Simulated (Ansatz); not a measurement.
# NaI: the cost of one run

Program: Ansatz 0.2.0. Level of theory: DFT LDA+D3(BJ), scalar-relativistic, plane waves, PAW. These are calculated values, not measurements.

1 further run of the same task is left out (set aside as unsound or not needed).

## (1) The system as given

Symmetry: Cmmm, No. 65, orthorhombic system. Conventional cell: a = 4.818 Å, b = 6.114 Å, c = 3.895 Å, α = 90.00°, β = 90.00°, γ = 90.00°. Na (site symmetry mmm) is surrounded by 4 I at 3.10 Å. I (site symmetry mmm) is surrounded by 4 Na at 3.10 Å.

As a file:

```
CELL_PARAMETERS angstrom
4.81763 0.00000 0.00000
0.00000 3.89462 0.00000
0.00000 0.00000 6.11364
ATOMIC_POSITIONS crystal
Na 0.25000 0.50000 0.25015
Na 0.75000 0.50000 0.74985
I 0.25000 0.00000 0.75000
I 0.75000 0.00000 0.25000
```

It goes back to an entry of the Materials Project, which need not be the stable form.

This cell was relaxed beforehand with the same method: volume 28.68 Å³/atom, gap on the mesh 2.38 eV.

## (2) What is varied

The energy is mapped over two homogeneous strains (x along [1 0 0], y along [0 0 −1], z along [0 1 0] of the conventional cell).

First coordinate, engineering shear strain xz: 7 values from −30 to 30 %. Second coordinate, normal strain along z: 7 values from −11.0 %.

Nothing else is relaxed (fractional coordinates fixed). Energies count from the relaxed crystal. Points are written as (first, second).

## (3) Grid point (−30 %, −11.0 %)

The input, input.yaml:

```yaml
crystal:
  lattice:
    - [4.8176344487, 0.0, -0.7226451673]
    - [0.0, 3.8946208906, 0.0]
    - [-0.9170463755, 0.0, 5.441141828]
  atoms:
    - { symbol: Na, position: [0.25, 0.5, 0.2501463998] }
    - { symbol: Na, position: [0.75, 0.5, 0.7498536002] }
    - { symbol: I, position: [0.25, 0.0, 0.7499991723] }
    - { symbol: I, position: [0.75, 0.0, 0.2500008277] }
basis:
  ecutwfc: 520.0
kpoints:
  mp_grid: { grid: [6, 8, 6] }
hamiltonian:
  xc: lda
  pseudopotentials: { kind: paw }
  dispersion: d3bj
scf:
  occupations: { method: gaussian, width: 0.05 }
output:
  forces: true
  stress: true
  eigenvalues: true
```

The run is started by

```console
$ ansatz run input.yaml --threads 1 --pin off --max-ram 2048MiB --backend cpu --events-out ev --progress --plain --runs-dir out
```

What time and memory should one allow on 1 thread of Arm Neoverse N1, shared host?

About 43 s, with a peak of 0.55 GiB.
